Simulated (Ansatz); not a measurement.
# Rhodium, omega (AlB2-type) under LDA: from relaxation to bulk modulus, part 1 of 2

What does LDA give for rhodium in the omega (AlB2-type) structure? We relax it, solve it on a dense k-mesh, then scale the cell to 7 volumes from 88 to 112 % of the relaxed one and try a fit of the equation of state. Spin polarisation is left out. The k-meshes are 9×9×12 for the relaxation; 11×11×16 for the dense run; 10×10×14 for the volumes.

Method: DFT LDA (PW92), plane waves (420 eV) with PAW, scalar-relativistic; the PAW data stem from PBE, with regenerated cores, in Ansatz 0.2.0.

## (1) The starting structure

Symmetry: P6/mmm, No. 191, hexagonal system. The conventional cell has a = 4.267 Å, b = 4.267 Å, c = 2.616 Å, α = 90.00°, β = 90.00°, γ = 120.00°. Rh (site symmetry 6/mmm) is surrounded by 14 Rh at 2.62 to 2.79 Å. Rh (site symmetry -6m2) is surrounded by 11 Rh at 2.46 to 2.79 Å.

Coordinates:

```cif
data_structure
_symmetry_space_group_name_H-M 'P6/mmm'
_symmetry_Int_Tables_number 191
_cell_length_a 4.2674
_cell_length_b 4.2674
_cell_length_c 2.6159
_cell_angle_alpha 90.000
_cell_angle_beta 90.000
_cell_angle_gamma 120.000
_cell_volume 41.25
loop_
_atom_site_label
_atom_site_type_symbol
_atom_site_symmetry_multiplicity
_atom_site_Wyckoff_symbol
_atom_site_fract_x
_atom_site_fract_y
_atom_site_fract_z
_atom_site_occupancy
Rh1 Rh 1 a 0.00000 0.00000 0.00000 1
Rh2 Rh 2 d 0.33333 0.66667 0.50000 1
```

## (2) Geometry optimisation

File input.yaml:

```yaml
crystal:
  lattice:
    - [4.2673781655, 0.0, 0.0]
    - [-2.1336890828, 3.6956578989, 0.0]
    - [0.0, 0.0, 2.6159028155]
  atoms:
    - { symbol: Rh, position: [0.0, 0.0, 0.0] }
    - { symbol: Rh, position: [0.3333333333, 0.6666666667, 0.5] }
    - { symbol: Rh, position: [0.6666666667, 0.3333333333, 0.5] }
hamiltonian:
  xc: lda
  pseudopotentials:
    kind: paw
    azcp:
      Rh: "pseudopotentials/Rh.paw.azcp"
basis:
  ecutwfc: 420
  fft_grid_basis: typed
kpoints:
  mp_grid: { grid: [9, 9, 12], shift: [0, 0, 0] }
magnetization:
  spin_polarized: false
scf:
  occupations: { method: fermi_dirac, width: 0.1 }
relax:
  max_steps: 60
  f_tol: 0.01
  cell: {}
```

The log of the run:

```text
Warning: <dir> the record states the generating functional pbe (its physics header spells it `PBE`), which answers neither for hamiltonian.xc's functional nor for the lda family's — results may be inconsistent (PPs are generated against a specific XC)
Warning: RAYON_NUM_THREADS=2 ignored (pool sized by the plan → 2); use --threads N
Engine: ansatz 0.2.0, x86_64-unknown-linux-gnu
Pseudopotentials: kind: paw
Pseudopotential: Rh, paw, valence charge 17, recommended cutoff 420 eV (normal), <dir>
Functional definition: SPW92
  exchange = slater_x
  correlation = pw_c
Crystal: 3 atoms, lattice volume = 41.255 Å³
Basis set: ecut = 420 eV, 795 PW (Γ)
Bands: 31, of which v1, the nominal top of the filled ones, is band 26 counted from 1 (25 counted from 0)
Symmetry: 24 space group operations
Space group: P6/mmm (ITA 191), of the structure as read, at distance tolerance 3.5e-5 Å
k-points: 84 of 972
Non-local potential: Rh, projectors of the file, l = 0: 3, l = 1: 2, l = 2: 2, l = 3: 1
PAW form: soft (Blöchl's): semilocal exchange-correlation on the pseudo side does not see the compensation charge
PAW frozen core: Rh, regenerated for the run's functional, and the local potential with it (the file was generated under x = pbe(κ = 0.804, μ = 0.2195149727645171), c = pbe(β = 0.06672455060314922))
PAW one-centre angular grid: Rh, 590 points (default); XC on 64 Gauss nodes
Initial density: superposition of atomic densities (neutral atoms: chi_scale 0, normalization atom), corrected by the library's trained network
Initial wavefunctions: pseudopotential atomic-orbital guess
Functional: x = slater, c = lda
SCF iter   1: F=—  HF=-18835.265485 eV  |F-HF|=—  |Δ(HF+E_count)|=         —  Δρ=1.42e-2  dr2=4.59e-2  ethr=1.77e-3  ⟨swp⟩=5.3  Hψ=9290  notcnv=0
preconditioner: auto → none  [metal: Δε(μ)=0.012 eV  Ē_g=6.891 eV  σ=0.100 eV  W_gap=0.03  n_scr=8 (ndim 8)  ℏωp=30.0 eV  f_vac=0.000  D(μ)=5.44/eV (n_scr^D=70)  sad-step TF]
SCF iter   2: F=—  HF=-18835.259474 eV  |F-HF|=—  |Δ(HF+E_count)|=   6.01e-3  Δρ=7.81e-3  dr2=1.81e-2  ethr=9.00e-5  ⟨swp⟩=1.3  Hψ=3560  notcnv=0
SCF iter   3: F=—  HF=-18835.255689 eV  |F-HF|=—  |Δ(HF+E_count)|=   3.78e-3  Δρ=5.84e-4  dr2=2.38e-4  ethr=3.55e-5  ⟨swp⟩=2.3  Hψ=3473  notcnv=0
SCF iter   4: F=—  HF=-18835.255678 eV  |F-HF|=—  |Δ(HF+E_count)|=   1.08e-5  Δρ=4.42e-4  dr2=5.43e-5  ethr=4.67e-7  ⟨swp⟩=2.5  Hψ=4486  notcnv=0
SCF iter   5: F=—  HF=-18835.255668 eV  |F-HF|=—  |Δ(HF+E_count)|=   1.05e-5  Δρ=4.52e-5  dr2=8.09e-7  ethr=1.06e-7  ⟨swp⟩=2.1  Hψ=4200  notcnv=0
SCF iter   6: F=-18835.255668 eV  HF=-18835.255668 eV  |F-HF|=1.86e-10  |Δ(HF+E_count)|=  9.46e-11  Δρ=7.71e-6  dr2=3.54e-9  ethr=1.96e-10  ⟨swp⟩=4.0  Hψ=9332  notcnv=0
SCF 1 converged in 6 iterations: F = -18835.255668 eV  dr2 = 3.54e-9
relax step   1: F+E_penalty+E_count = -18835.25566757 eV  Δ(F+E_penalty+E_count) = +0.000e0 eV  max|allowed force component| = 1.889e-17 eV/Å  Δτ_max = 0.0000 Å  P = -3.235 GPa  Ω = 41.255 Å³  (6 SCF iters, dr2 threshold 1.00e-7 eV, accepted)
Crystal: 3 atoms, lattice volume = 40.393 Å³
Basis set: ecut = 420 eV, 783 PW (Γ)
Initial density: handed on by an earlier stage of this run
Initial wavefunctions: those handed on with the density
iter 1 solved again at ethr=3.13e-6 eV; its pass at ethr=3.10e-3 eV (dr2=1.60e-3 eV) is discarded
SCF iter   1: F=—  HF=-18835.257557 eV  |F-HF|=—  |Δ(HF+E_count)|=         —  Δρ=1.96e-3  dr2=1.33e-3  ethr=3.13e-6  ⟨swp⟩=1.6  Hψ=11658  notcnv=0
preconditioner: auto → none  [metal: Δε(μ)=0.010 eV  Ē_g=7.064 eV  σ=0.100 eV  W_gap=0.02  n_scr=8 (ndim 8)  ℏωp=30.4 eV  f_vac=0.000  D(μ)=5.31/eV (n_scr^D=70)]
SCF iter   2: F=—  HF=-18835.257253 eV  |F-HF|=—  |Δ(HF+E_count)|=   3.04e-4  Δρ=7.13e-4  dr2=8.85e-5  ethr=2.61e-6  ⟨swp⟩=2.0  Hψ=3568  notcnv=0
SCF iter   3: F=—  HF=-18835.257245 eV  |F-HF|=—  |Δ(HF+E_count)|=   7.80e-6  Δρ=2.26e-4  dr2=9.51e-6  ethr=1.74e-7  ⟨swp⟩=1.0  Hψ=2604  notcnv=0
iter 4 did not close the SCF: its close was put off for the readings that it lacked (scf_convergence_deferred on its scf_iter line)
SCF iter   4: F=-18835.257245 eV  HF=-18835.257245 eV  |F-HF|=7.88e-8  |Δ(HF+E_count)|=   2.37e-7  Δρ=1.96e-5  dr2=1.14e-7  ethr=1.86e-8  ⟨swp⟩=2.1  Hψ=4073  notcnv=0
iter 5 did not close the SCF: its close was put off for the readings that it lacked (scf_convergence_deferred on its scf_iter line)
SCF iter   5: F=-18835.257245 eV  HF=-18835.257245 eV  |F-HF|=3.76e-9  |Δ(HF+E_count)|=   8.81e-9  Δρ=6.61e-6  dr2=6.42e-9  ethr=2.24e-10  ⟨swp⟩=1.3  Hψ=2840  notcnv=0
SCF iter   6: F=-18835.257245 eV  HF=-18835.257245 eV  |F-HF|=3.02e-10  |Δ(HF+E_count)|=  3.97e-10  Δρ=1.35e-6  dr2=3.91e-10  ethr=1.26e-11  ⟨swp⟩=1.1  Hψ=7748  notcnv=0
SCF 2 converged in 6 iterations: F = -18835.257245 eV  dr2 = 3.91e-10
relax step   2: F+E_penalty+E_count = -18835.25724510 eV  Δ(F+E_penalty+E_count) = -1.578e-3 eV  max|allowed force component| = 3.498e-17 eV/Å  Δτ_max = 0.0000 Å  P = +2.970 GPa  Ω = 40.393 Å³  energy of the carried Pulay correction = +5.229e-4 eV  (6 SCF iters, dr2 threshold 3.00e-7 eV, accepted)
Crystal: 3 atoms, lattice volume = 40.801 Å³
iter 1 solved again at ethr=4.67e-7 eV; its pass at ethr=3.10e-3 eV (dr2=2.38e-4 eV) is discarded
SCF iter   1: F=—  HF=-18835.260730 eV  |F-HF|=—  |Δ(HF+E_count)|=         —  Δρ=9.27e-4  dr2=3.02e-4  ethr=4.67e-7  ⟨swp⟩=2.0  Hψ=11643  notcnv=0
preconditioner: auto → none  [metal: Δε(μ)=0.011 eV  Ē_g=6.978 eV  σ=0.100 eV  W_gap=0.03  n_scr=8 (ndim 8)  ℏωp=30.2 eV  f_vac=0.000  D(μ)=5.41/eV (n_scr^D=70)]
SCF iter   2: F=—  HF=-18835.260662 eV  |F-HF|=—  |Δ(HF+E_count)|=   6.81e-5  Δρ=3.41e-4  dr2=2.05e-5  ethr=4.67e-7  ⟨swp⟩=2.0  Hψ=3688  notcnv=0
SCF iter   3: F=—  HF=-18835.260660 eV  |F-HF|=—  |Δ(HF+E_count)|=   2.00e-6  Δρ=1.07e-4  dr2=2.24e-6  ethr=4.02e-8  ⟨swp⟩=1.0  Hψ=2604  notcnv=0
iter 4 did not close the SCF: its close was put off for the readings that it lacked (scf_convergence_deferred on its scf_iter line)
SCF iter   4: F=-18835.260660 eV  HF=-18835.260660 eV  |F-HF|=1.96e-8  |Δ(HF+E_count)|=   6.89e-8  Δρ=9.57e-6  dr2=2.90e-8  ethr=4.38e-9  ⟨swp⟩=2.0  Hψ=3522  notcnv=0
iter 5 did not close the SCF: its close was put off for the readings that it lacked (scf_convergence_deferred on its scf_iter line)
SCF iter   5: F=-18835.260660 eV  HF=-18835.260660 eV  |F-HF|=9.20e-10  |Δ(HF+E_count)|=   2.76e-9  Δρ=3.12e-6  dr2=1.50e-9  ethr=5.68e-11  ⟨swp⟩=1.5  Hψ=3138  notcnv=0
SCF iter   6: F=-18835.260660 eV  HF=-18835.260660 eV  |F-HF|=6.55e-11  |Δ(HF+E_count)|=  9.82e-11  Δρ=6.39e-7  dr2=8.74e-11  ethr=2.95e-12  ⟨swp⟩=1.0  Hψ=7769  notcnv=0
SCF 3 converged in 6 iterations: F = -18835.260660 eV  dr2 = 8.74e-11
relax step   3: F+E_penalty+E_count = -18835.26065986 eV  Δ(F+E_penalty+E_count) = -3.415e-3 eV  max|allowed force component| = 6.553e-18 eV/Å  Δτ_max = 0.0000 Å  P = -0.067 GPa  Ω = 40.801 Å³  energy of the carried Pulay correction = +2.735e-4 eV  (6 SCF iters, dr2 threshold 3.00e-7 eV, accepted)
Crystal: 3 atoms, lattice volume = 40.793 Å³
iter 1 solved again at ethr=3.63e-10 eV; its pass at ethr=3.10e-3 eV (dr2=1.85e-7 eV) is discarded
SCF iter   1: F=—  HF=-18835.260667 eV  |F-HF|=—  |Δ(HF+E_count)|=         —  Δρ=2.32e-5  dr2=1.79e-7  ethr=3.63e-10  ⟨swp⟩=2.1  Hψ=11389  notcnv=0
preconditioner: auto → none  [metal: Δε(μ)=0.007 eV  Ē_g=6.980 eV  σ=0.100 eV  W_gap=0.02  n_scr=8 (ndim 8)  ℏωp=30.2 eV  f_vac=0.000  D(μ)=5.40/eV (n_scr^D=70)]
iter 2 did not close the SCF: its close was put off for the readings that it lacked (scf_convergence_deferred on its scf_iter line)
SCF iter   2: F=-18835.260667 eV  HF=-18835.260667 eV  |F-HF|=5.77e-9  |Δ(HF+E_count)|=   3.60e-8  Δρ=8.19e-6  dr2=1.27e-8  ethr=3.51e-10  ⟨swp⟩=2.0  Hψ=3490  notcnv=0
iter 3 did not close the SCF: its close was put off for the readings that it lacked (scf_convergence_deferred on its scf_iter line)
SCF iter   3: F=-18835.260667 eV  HF=-18835.260667 eV  |F-HF|=7.06e-10  |Δ(HF+E_count)|=   1.57e-9  Δρ=2.46e-6  dr2=1.49e-9  ethr=2.49e-11  ⟨swp⟩=1.1  Hψ=2724  notcnv=0
iter 4 did not close the SCF: its close was put off for the readings that it lacked (scf_convergence_deferred on its scf_iter line)
SCF iter   4: F=-18835.260667 eV  HF=-18835.260667 eV  |F-HF|=1.46e-11  |Δ(HF+E_count)|=  1.24e-10  Δρ=3.30e-7  dr2=2.77e-11  ethr=2.93e-12  ⟨swp⟩=2.3  Hψ=3587  notcnv=0
iter 5 did not close the SCF: its close was put off for the readings that it lacked (scf_convergence_deferred on its scf_iter line)
SCF iter   5: F=-18835.260667 eV  HF=-18835.260667 eV  |F-HF|=7.28e-12  |Δ(HF+E_count)|=  7.28e-12  Δρ=8.92e-8  dr2=1.12e-12  ethr=1.00e-12  ⟨swp⟩=1.0  Hψ=2604  notcnv=0
SCF iter   6: F=-18835.260667 eV  HF=-18835.260667 eV  |F-HF|=7.28e-12  |Δ(HF+E_count)|=  7.28e-12  Δρ=1.02e-8  dr2=1.81e-14  ethr=1.00e-12  ⟨swp⟩=1.0  Hψ=5544  notcnv=0
SCF 4 converged in 6 iterations: F = -18835.260667 eV  dr2 = 1.81e-14
relax step   4: F+E_penalty+E_count = -18835.26066738 eV  Δ(F+E_penalty+E_count) = -7.514e-6 eV  max|allowed force component| = 2.660e-17 eV/Å  Δτ_max = 0.0000 Å  P = -0.002 GPa  Ω = 40.793 Å³  energy of the carried Pulay correction = +2.789e-4 eV  (6 SCF iters, dr2 threshold 1.61e-8 eV, accepted)
Initial wavefunctions: pseudopotential atomic-orbital guess (no wavefunctions were taken with the density)
iter 1 solved again at ethr=5.69e-8 eV; its pass at ethr=3.10e-3 eV (dr2=2.90e-5 eV) is discarded
SCF iter   1: F=—  HF=-18835.260392 eV  |F-HF|=—  |Δ(HF+E_count)|=         —  Δρ=2.28e-5  dr2=1.95e-8  ethr=5.69e-8  ⟨swp⟩=3.0  Hψ=15695  notcnv=0
SCF iter   2: F=—  HF=-18835.260394 eV  |F-HF|=—  |Δ(HF+E_count)|=   1.84e-6  Δρ=1.03e-5  dr2=3.93e-9  ethr=3.83e-11  ⟨swp⟩=2.7  Hψ=4939  notcnv=0
SCF iter   3: F=—  HF=-18835.260394 eV  |F-HF|=—  |Δ(HF+E_count)|=   2.37e-9  Δρ=1.84e-6  dr2=2.94e-10  ethr=7.72e-12  ⟨swp⟩=2.2  Hψ=4152  notcnv=0
iter 4 did not close the SCF: its close was put off for the readings that it lacked (scf_convergence_deferred on its scf_iter line)
SCF iter   4: F=-18835.260394 eV  HF=-18835.260394 eV  |F-HF|=7.28e-12  |Δ(HF+E_count)|=    0.00e0  Δρ=3.00e-7  dr2=7.13e-12  ethr=1.00e-12  ⟨swp⟩=2.6  Hψ=4872  notcnv=0
iter 5 did not close the SCF: its close was put off for the readings that it lacked (scf_convergence_deferred on its scf_iter line)
SCF iter   5: F=-18835.260394 eV  HF=-18835.260394 eV  |F-HF|=7.28e-12  |Δ(HF+E_count)|=    0.00e0  Δρ=6.08e-8  dr2=6.41e-13  ethr=1.00e-12  ⟨swp⟩=1.0  Hψ=2604  notcnv=0
iter 6 did not close the SCF: its close was put off for the readings that it lacked (scf_convergence_deferred on its scf_iter line)
SCF iter   6: F=-18835.260394 eV  HF=-18835.260394 eV  |F-HF|=0.00e0  |Δ(HF+E_count)|=  7.28e-12  Δρ=9.63e-9  dr2=1.31e-14  ethr=1.00e-12  ⟨swp⟩=1.0  Hψ=2604  notcnv=0
iter 7 did not close the SCF: its close was put off for the readings that it lacked (scf_convergence_deferred on its scf_iter line)
SCF iter   7: F=-18835.260394 eV  HF=-18835.260394 eV  |F-HF|=3.64e-12  |Δ(HF+E_count)|=  3.64e-12  Δρ=2.19e-9  dr2=7.66e-16  ethr=1.00e-12  ⟨swp⟩=1.0  Hψ=2604  notcnv=0
SCF iter   8: F=-18835.260394 eV  HF=-18835.260394 eV  |F-HF|=0.00e0  |Δ(HF+E_count)|=  3.64e-12  Δρ=4.36e-10  dr2=5.09e-17  ethr=1.00e-12  ⟨swp⟩=2.0  Hψ=7207  notcnv=0
SCF 5 converged in 8 iterations: F = -18835.260394 eV  dr2 = 5.09e-17
relax step   5: F+E_penalty+E_count = -18835.26039358 eV  Δ(F+E_penalty+E_count) = +2.738e-4 eV  max|allowed force component| = 1.812e-17 eV/Å  Δτ_max = 0.0000 Å  P = -0.006 GPa  Ω = 40.793 Å³  stress off target by 9.46e-3 GPa  SCF on the basis re-selected at this cell (its energy is not comparable with the rows above)  (8 SCF iters)
basis re-selected at this cell: Δ(F+E_penalty+E_count) = +2.738e-4 eV, ΔP = -0.004 GPa vs the last step (what re-selecting the basis moved, of the pressure what is left beyond the Pulay correction that the steps carried, after the strain that the cell walked since its last selection, with what the two solves' SCF thresholds leave and, on support functions, any second-order correction that the steps lacked; it is no measure of the basis error at this ecutwfc). This SCF's stress stands 9.46e-3 GPa from its target on what of the cell is left free (relax.cell.stress_tol is 5.00e-2 GPa) and its largest allowed force component is 1.81e-17 eV/Å (relax.f_tol is 1.00e-2 eV/Å): within both
SCF converged after 8 iterations
Free energy (F): -18835.260394 eV
Harris-Foulkes:  -18835.260394 eV  (|F-HF|=0.00e0)
Internal energy: -18835.084343 eV  (E = F + TS)
E sigma→0 (E₀):  -18835.172368 eV
Entropy (-TS):   -0.176051 eV (-58.684 meV/atom)
Fermi energy:    22.429803 eV
--- Per-component energies (eV) ---
  E_band       = -254.020522
  E_kinetic    = 1723.706528
  E_local      = -4693.424636  (includes V_loc(G=0)·N_el)
  E_nonlocal   = 1082.814697
  E_hartree    = 1645.859961
  E_xc         = -662.625883
  E_vxc        = -835.503714  (∫ρ·V_xc dr)
  E_paw        = -10392.372818  (= ΣΔE_a)
  E_vpaw       = -823.335650  (= ΣTr[D̂ρ^β])
  E_aug_tail   = 0.002332  (compensation charges beyond the density's cutoff)
  E_ewald      = -7540.911970
  E_core_change = 1.867447  (= ΣΔE_core)
  E_smearing   = -0.176051  (= −TS)
  E_closure    = 0.000000  (closes the sum)
  Σ components = -18835.260394   (vs F -18835.260394, Δ=0.00e0)
--- Forces (eV/Å), atoms counted from 1 ---
  atom   1  Rh    -0.00000000     0.00000000     0.00000000
  atom   2  Rh     0.00000000    -0.00000000    -0.00000000
  atom   3  Rh    -0.00000000     0.00000000     0.00000000
  max |Σ_I F_I| component: 4.63e-18 eV/Å
--- Stress (GPa, compression-positive) ---
       -0.009460       0.000000      -0.000000
       -0.000000      -0.009460       0.000000
       -0.000000       0.000000       0.002327
  P = ⅓ Tr σ = -0.0055 GPa (-0.055 kbar)
--- Relaxed structure (4 steps of the walk, 4 accepted, 1 SCFs on fresh bases) ---
  F+E_penalty+E_count = -18835.26039358 eV   max|allowed force component| = 1.812e-17 eV/Å   (the final SCF, on the basis selected at the relaxed cell)
  cell:  # Å, volume = 40.7926 Å³
    - [4.25147875378958, 2.8759953640910183e-11, 0.0]
    - [-2.1257393769196966, 3.681888604417203, 0.0]
    - [0.0, 0.0, 2.6059751061877474]
  atoms:
    - { symbol: Rh, position: [-1.0624054690679636e-34, -9.260066099494916e-35, 0.0] }
    - { symbol: Rh, position: [0.33333333333333326, 0.6666666666666666, 0.5] }
    - { symbol: Rh, position: [0.6666666666666666, 0.33333333333333337, 0.5] }
```

It took 16 s on 2 threads of AMD EPYC 7R43 (Zen 3), shared host; peak memory 0.4 GiB.

Relaxation path:

```
step  energy change (meV/atom)  largest force (eV/Å)  pressure (GPa)  volume (Å³/atom)
   1                      0.00                0.0000           -3.23            13.752
   2                     -0.53                0.0000            2.97            13.464
   3                     -1.66                0.0000           -0.07            13.600
   4                     -1.67                0.0000            0.00            13.598
   5                     -1.58                0.0000           -0.01            13.598
```

Steps that repeat a cell are solved on a basis chosen anew, so their changes of energy are no gain of the relaxation.

The cell of the run, before and after:

|  | before | after | change |
| --- | --- | --- | --- |
| a (Å) | 4.267 | 4.251 | -0.4 % |
| b (Å) | 4.267 | 4.251 | -0.4 % |
| c (Å) | 2.616 | 2.606 | -0.4 % |
| volume (Å³/atom) | 13.752 | 13.598 | -1.1 % |
| shortest distance (Å) | 2.464 | 2.455 | -0.4 % |
| space group (spins left aside) | P6/mmm | P6/mmm | same |

## (3) The energy on a finer k-mesh

File input.yaml:

```yaml
crystal:
  lattice:
    - [4.2514787538, 0.0, 0.0]
    - [-2.1257393769, 3.6818886044, 0.0]
    - [0.0, 0.0, 2.6059751062]
  atoms:
    - { symbol: Rh, position: [1.0, 1.0, 0.0] }
    - { symbol: Rh, position: [0.3333333333, 0.6666666667, 0.5] }
    - { symbol: Rh, position: [0.6666666667, 0.3333333333, 0.5] }
hamiltonian:
  xc: lda
  pseudopotentials:
    kind: paw
    azcp:
      Rh: "pseudopotentials/Rh.paw.azcp"
basis:
  ecutwfc: 420
  fft_grid_basis: typed
kpoints:
  mp_grid: { grid: [11, 11, 16], shift: [0, 0, 0] }
magnetization:
  spin_polarized: false
scf:
  occupations: { method: fermi_dirac, width: 0.1 }
```

The log of the run (excerpt; [...] marks lines left out):

```text
Warning: <dir> the record states the generating functional pbe (its physics header spells it `PBE`), which answers neither for hamiltonian.xc's functional nor for the lda family's — results may be inconsistent (PPs are generated against a specific XC)
Warning: RAYON_NUM_THREADS=2 ignored (pool sized by the plan → 2); use --threads N
[...]
Pseudopotentials: kind: paw
Pseudopotential: Rh, paw, valence charge 17, recommended cutoff 420 eV (normal), <dir>
Functional definition: SPW92
[...]
Crystal: 3 atoms, lattice volume = 40.793 Å³
Basis set: ecut = 420 eV, 783 PW (Γ)
Bands: 31, of which v1, the nominal top of the filled ones, is band 26 counted from 1 (25 counted from 0)
Symmetry: 24 space group operations
Space group: P6/mmm (ITA 191), of the structure as read, at distance tolerance 3.4e-5 Å
k-points: 144 of 1936
[...]
SCF iter   1: F=—  HF=-18835.274941 eV  |F-HF|=—  |Δ(HF+E_count)|=         —  Δρ=1.36e-2  dr2=4.19e-2  ethr=1.77e-3  ⟨swp⟩=5.3  Hψ=15967  notcnv=0
[...]
SCF iter   6: F=-18835.265811 eV  HF=-18835.265811 eV  |F-HF|=5.13e-9  |Δ(HF+E_count)|=   8.69e-9  Δρ=5.78e-6  dr2=6.81e-9  ethr=1.96e-10  ⟨swp⟩=2.2  Hψ=8884  notcnv=0
[...]
SCF converged after 6 iterations
Free energy (F): -18835.265811 eV
[...]
E sigma→0 (E₀):  -18835.179290 eV
Entropy (-TS):   -0.173041 eV (-57.680 meV/atom)
Fermi energy:    22.433699 eV
[...]
```

It took 3.6 s on 2 threads of AMD EPYC 7R43 (Zen 3), shared host; peak memory 0.44 GiB.

(Continued in part 2 of 2.)
